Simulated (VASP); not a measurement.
## Input and output of a VASP HSE06 single-point calculation on NaCl (rocksalt)

INCAR, step 1 (PBE orbitals to start from)

```
SIGMA = 0.01
GGA = PE
PREC = Accurate
NBANDS = 14
LCHARG = .FALSE.
ISMEAR = 0
LASPH = .TRUE.
NELM = 120
EDIFF = 1E-5
ENCUT = 520
LWAVE = .TRUE.
LREAL = .FALSE.
```

INCAR, step 2

```
LWAVE = .FALSE.
LREAL = .FALSE.
AEXX = 0.25
NELM = 120
NBANDS = 14
ISIF = 2
PREC = Accurate
LCHARG = .FALSE.
LASPH = .TRUE.
NSW = 0
GGA = PE
IBRION = -1
LHFCALC = .TRUE.
ISTART = 1
SIGMA = 0.01
ENCUT = 520
ALGO = Normal
EDIFF = 1E-7
HFSCREEN = 0.2079
PRECFOCK = Fast
ISMEAR = 0
```

KPOINTS

```
KPOINTS created by Atomic Simulation Environment
0
Gamma
6 6 6
0 0 0
```

KPOINTS_OPT

```
special points
6
Reciprocal
0.0000000000 0.0000000000 0.0000000000 1
0.5000000000 0.0000000000 0.5000000000 1
0.5000000000 0.2500000000 0.7500000000 1
0.3750000000 0.3750000000 0.7500000000 1
0.5000000000 0.5000000000 0.5000000000 1
0.6250000000 0.2500000000 0.6250000000 1
```

POSCAR

```
Na Cl
 1.0000000000000000
    -0.0000000000000000    2.8026988166785491    2.8026988166785491
     2.8026988166785491    0.0000000000000000    2.8026988166785491
     2.8026988166785491    2.8026988166785491    0.0000000000000000
 Na  Cl
   1   1
Cartesian
  0.0000000000000000 -0.0000000000000000  0.0000000000000000
  2.8026988166785491  2.8026988166785491  2.8026988166785491
```

VASP ran with the recommended PBE PAW datasets (14 valence electrons in the cell).

Command

```
mpirun -np 1 vasp_std
```

OSZICAR

```
N       E                     dE             d eps       ncg     rms          rms(c)
DAV:   1    -0.787489202868E+01   -0.78749E+01   -0.12892E-01   448   0.321E+00    0.438E-01
DAV:   2    -0.787580217056E+01   -0.91014E-03   -0.81820E-03   520   0.112E+00    0.309E-01
DAV:   3    -0.787559861125E+01    0.20356E-03   -0.61267E-04   568   0.351E-01    0.181E-01
DAV:   4    -0.787557631928E+01    0.22292E-04   -0.77607E-05   574   0.121E-01    0.108E-01
DAV:   5    -0.787557593654E+01    0.38274E-06   -0.13459E-05   628   0.433E-02    0.637E-02
DAV:   6    -0.787557696246E+01   -0.10259E-05   -0.27478E-06   520   0.190E-02    0.371E-02
DAV:   7    -0.787557777318E+01   -0.81072E-06   -0.97175E-07   550   0.983E-03    0.214E-02
DAV:   8    -0.787557820362E+01   -0.43044E-06   -0.40020E-07   550   0.573E-03    0.123E-02
DAV:   9    -0.787557841857E+01   -0.21495E-06   -0.17415E-07   544   0.361E-03    0.718E-03
DAV:  10    -0.787557849665E+01   -0.78081E-07   -0.80087E-08   556   0.239E-03
   1 F= -.78755785E+01 E0= -.78755785E+01  d E =-.270720E-20
       N       E                     dE             ncg
DAV:   1    -0.202549161969E+03   -0.29516E+04      168
DAV:   2    -0.894357319377E+03   -0.69181E+03      180
DAV:   3    -0.951957704145E+03   -0.57600E+02      216
DAV:   4    -0.953298701456E+03   -0.13410E+01      210
DAV:   5    -0.953323541880E+03   -0.24840E-01      228
DAV:   6    -0.953324389099E+03   -0.84722E-03      228
DAV:   7    -0.953324427425E+03   -0.38325E-04      236
DAV:   8    -0.953324429315E+03   -0.18902E-05      236
DAV:   9    -0.953324429405E+03   -0.90106E-07      194
```

From OUTCAR

```
k-points           NKPTS =     16   k-points in BZ     NKDIM =    216   number of bands    NBANDS=     14

   NELECT =      14.0000    total number of electrons

   dimension x,y,z NGX =    30 NGY =   30 NGZ =   30
   dimension x,y,z NGXF=    60 NGYF=   60 NGZF=   60

  energy-cutoff  :      520.00
  volume of cell :       44.03
      direct lattice vectors                 reciprocal lattice vectors
     0.000000000  2.802698817  2.802698817    -0.178399476  0.178399476  0.178399476
     2.802698817  0.000000000  2.802698817     0.178399476 -0.178399476  0.178399476
     2.802698817  2.802698817  0.000000000     0.178399476  0.178399476 -0.178399476

 k-points in reciprocal lattice and weights: KPOINTS created by Atomic Simulation Env
   0.00000000  0.00000000  0.00000000       0.005
   0.16666667  0.00000000  0.00000000       0.037
   0.33333333  0.00000000  0.00000000       0.037
   0.50000000  0.00000000  0.00000000       0.019
   0.16666667  0.16666667  0.00000000       0.028
   0.33333333  0.16666667  0.00000000       0.111
   0.50000000  0.16666667  0.00000000       0.111
  -0.33333333  0.16666667  0.00000000       0.111
   ...

 E-fermi :  -1.5552

 k-point     1 :       0.0000    0.0000    0.0000
  band No.  band energies     occupation
      1     -24.4643      2.00000
      2     -24.4643      2.00000
      3     -24.4643      2.00000
      4     -15.5122      2.00000
      5      -1.6168      2.00000
      6      -1.6168      2.00000
      7      -1.6168      2.00000
      8       4.9339      0.00000
      9      11.0240      0.00000
     10      11.0240      0.00000
     11      11.0240      0.00000
     12      13.3750      0.00000
     13      13.3750      0.00000
     14      14.7301      0.00000

 k-point     2 :       0.1667    0.0000    0.0000
  band No.  band energies     occupation
      1     -24.4718      2.00000
      2     -24.4647      2.00000
      3     -24.4647      2.00000
      4     -15.4207      2.00000
      5      -2.2534      2.00000
      6      -1.6937      2.00000
      7      -1.6937      2.00000
      8       5.7723      0.00000
      9      10.1910      0.00000
     10      11.3328      0.00000
     11      11.3328      0.00000
     12      13.0336      0.00000
     13      13.0336      0.00000
     14      16.0222      0.00000

 k-point     3 :       0.3333    0.0000    0.0000
  band No.  band energies     occupation
      1     -24.4868      2.00000
      2     -24.4655      2.00000
      3     -24.4655      2.00000
      4     -15.2292      2.00000
      5      -3.2772      2.00000
      6      -1.8409      2.00000
      7      -1.8409      2.00000
      8       6.8776      0.00000
      9      10.0730      0.00000
     10      11.1680      0.00000
     11      11.1680      0.00000
     12      14.1621      0.00000
     13      14.1621      0.00000
     14      15.3698      0.00000

 k-point     4 :       0.5000    0.0000    0.0000
  band No.  band energies     occupation
      1     -24.4942      2.00000
      2     -24.4660      2.00000
      3     -24.4660      2.00000
      4     -15.1289      2.00000
      5      -3.7183      2.00000
      6      -1.9114      2.00000
      7      -1.9114      2.00000
      8       7.0435      0.00000
      9      10.7833      0.00000
     10      10.9297      0.00000
     11      10.9298      0.00000
     12      15.0729      0.00000
     13      16.4511      0.00000
     14      16.4511      0.00000

 k-point     5 :       0.1667    0.1667    0.0000
  band No.  band energies     occupation
      1     -24.4709      2.00000
      2     -24.4663      2.00000
      3     -24.4663      2.00000
      4     -15.3941      2.00000
      5      -2.2708      2.00000
      6      -1.7982      2.00000
      7      -1.7982      2.00000
      8       6.0571      0.00000
      9       9.6889      0.00000
     10      11.7168      0.00000
     11      11.7168      0.00000
     12      11.8050      0.00000
     13      13.7788      0.00000
     14      17.0787      0.00000

 k-point     6 :       0.3333    0.1667    0.0000
  band No.  band energies     occupation
      1     -24.4813      2.00000
      2     -24.4678      2.00000
      3     -24.4674      2.00000
      4     -15.2436      2.00000
      5      -2.9936      2.00000
      6      -1.9939      2.00000
      7      -1.9544      2.00000
      8       7.2179      0.00000
      9       9.2178      0.00000
     10      10.6199      0.00000
     11      11.9537      0.00000
     12      13.0641      0.00000
     13      14.6954      0.00000
     14      17.3075      0.00000

 k-point     7 :       0.5000    0.1667    0.0000
  band No.  band energies     occupation
      1     -24.4899      2.00000
      2     -24.4695      2.00000
      3     -24.4676      2.00000
      4     -15.1152      2.00000
      5      -3.5043      2.00000
      6      -2.2362      2.00000
      7      -2.0089      2.00000
      8       7.7003      0.00000
      9       9.8723      0.00000
     10      10.3331      0.00000
     11      11.5556      0.00000
     12      14.6425      0.00000
     13      16.4699      0.00000
     14      16.9858      0.00000

 k-point     8 :      -0.3333    0.1667    0.0000
  band No.  band energies     occupation
      1     -24.4880      2.00000
      2     -24.4708      2.00000
      3     -24.4660      2.00000
      4     -15.1442      2.00000
      5      -3.3785      2.00000
      6      -2.2899      2.00000
      7      -1.9127      2.00000
      8       7.7307      0.00000
      9       9.9921      0.00000
     10      10.1716      0.00000
     11      11.5072      0.00000
     12      13.9092      0.00000
     13      16.1303      0.00000
     14      16.7087      0.00000

 k-point     9 :      -0.1667    0.1667    0.0000
  band No.  band energies     occupation
      1     -24.4788      2.00000
      2     -24.4686      2.00000
      3     -24.4645      2.00000
      4     -15.2992      2.00000
      5      -2.7800      2.00000
      6      -2.0272      2.00000
      7      -1.7539      2.00000
      8       6.8237      0.00000
      9       9.6034      0.00000
     10      11.0052      0.00000
     11      12.0224      0.00000
     12      12.0437      0.00000
     13      14.3428      0.00000
     14      17.4748      0.00000

 k-point    10 :       0.3333    0.3333    0.0000
  band No.  band energies     occupation
      1     -24.4811      2.00000
      2     -24.4704      2.00000
      3     -24.4704      2.00000
      4     -15.1729      2.00000
      5      -3.1461      2.00000
      6      -2.1286      2.00000
      7      -2.1286      2.00000
      8       7.5601      0.00000
      9       8.2797      0.00000
     10      10.5456      0.00000
     11      13.4407      0.00000
     12      13.4407      0.00000
     13      14.8102      0.00000
     14      19.2964      0.00000

 k-point    11 :       0.5000    0.3333    0.0000
  band No.  band energies     occupation
      1     -24.4837      2.00000
      2     -24.4742      2.00000
      3     -24.4709      2.00000
      4     -15.0863      2.00000
      5      -3.3084      2.00000
      6      -2.4800      2.00000
      7      -2.1930      2.00000
      8       7.8631      0.00000
      9       8.4687      0.00000
     10      10.5809      0.00000
     11      13.2037      0.00000
     12      14.2416      0.00000
     13      16.5561      0.00000
     14      17.4453      0.00000

 k-point    12 :      -0.3333    0.3333    0.0000
  band No.  band energies     occupation
      1     -24.4827      2.00000
      2     -24.4787      2.00000
      3     -24.4686      2.00000
      4     -15.0720      2.00000
      5      -3.0639      2.00000
      6      -2.9661      2.00000
      7      -2.0900      2.00000
      8       8.3900      0.00000
      9       9.3487      0.00000
     10      10.1263      0.00000
     11      12.4030      0.00000
     12      13.8432      0.00000
     13      14.8202      0.00000
     14      18.6806      0.00000

 k-point    13 :       0.5000    0.5000    0.0000
  band No.  band energies     occupation
      1     -24.4846      2.00000
      2     -24.4725      2.00000
      3     -24.4725      2.00000
      4     -15.0712      2.00000
      5      -3.4491      2.00000
      6      -2.2802      2.00000
      7      -2.2802      2.00000
      8       7.4285      0.00000
      9       7.7802      0.00000
     10      11.4148      0.00000
     11      15.0377      0.00000
     12      15.0377      0.00000
     13      15.5419      0.00000
     14      17.3546      0.00000

 ...

  Total        0.1929537      0.1929537      0.1929537     -0.0000000     -0.0000000      0.0000000
  in kB        7.0210893      7.0210893      7.0210893     -0.0000000     -0.0000000      0.0000000
  external PRESSURE =       7.0210893 kB  Pullay stress =       0.0000000 kB

 POSITION                                       TOTAL-FORCE (eV/Angst)
 -----------------------------------------------------------------------------------
      0.00000      0.00000      0.00000        -0.000000      0.000000     -0.000000
      2.80270      2.80270      2.80270         0.000000     -0.000000      0.000000
 -----------------------------------------------------------------------------------
    total drift:                                0.000001      0.000002      0.000002

  FREE ENERGIE OF THE ION-ELECTRON SYSTEM (eV)
  ---------------------------------------------------
  free  energy   TOTEN  =        -7.8755784967 eV

  energy  without entropy=       -7.8755784967  energy(sigma->0) =       -7.87557850
```

* gap between bands v and c: 6.55 eV
* least direct gap: 6.55 eV
* pressure: 0.7 GPa

Band v is the last that the valence electrons fill when counted band by band, and c is the next.

The run (its last step) took about 20 min on one core of a shared host (Intel Xeon Platinum 8488C) and held 0.31 GiB at most.
